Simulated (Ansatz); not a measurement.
Crystal: Tc.

```
CELL_PARAMETERS angstrom
2.74000 0.00000 0.00000
-1.37000 2.37291 0.00000
0.00000 0.00000 4.39800
ATOMIC_POSITIONS crystal
Tc 0.66667 0.33333 0.75000
Tc 0.33333 0.66667 0.25000
```

```yaml
Program: Ansatz 0.2.0
Task: relaxation of cell and atoms
Functional: PBEsol
Dispersion: D4
Potentials_or_basis: Ansatz PAW earlier set
Cutoff: "500 eV (not typed: the program's choice for these potentials)"
k_mesh: 11 × 11 × 6
Occupations: fermi-dirac, width 0.05 eV
Spin: no spin polarisation
```

At the start: volume 14.30 Å³/atom.

**Question.** How do energy, volume and symmetry change on relaxing?

**Answer.** It ends after 4 steps and the volume is 13.84 Å³/atom (-3.2 %); space group P6_3/mmc (No. 194, to 0.05 Å).

The path:
```
step  energy change (eV)  largest force (eV/Å)  volume (Å³)
   1              0.0000                0.0000        28.59
   2             -0.0295                0.0000        27.76
   3             -0.0297                0.0000        27.68
   4             -0.0297                0.0000        27.68
```

Final structure:
```xyz
2
Lattice="2.7108 0.0000 0.0000 -1.3554 2.3476 0.0000 0.0000 0.0000 4.3502" Properties=species:S:1:pos:R:3 pbc="T T T"
Tc    1.3554    0.7825    3.2627
Tc    0.0000    1.5651    1.0876
```

Caveat: the plane-wave basis is chosen anew once the cell has moved, so the energies of steps on either side of that aren't comparable; pairwise dispersion overbinds metals, which lowers pressure and volume; the PAW data sets come from PBE, with cores solved anew for the run's functional, which leaves a small shift of forces and pressure.
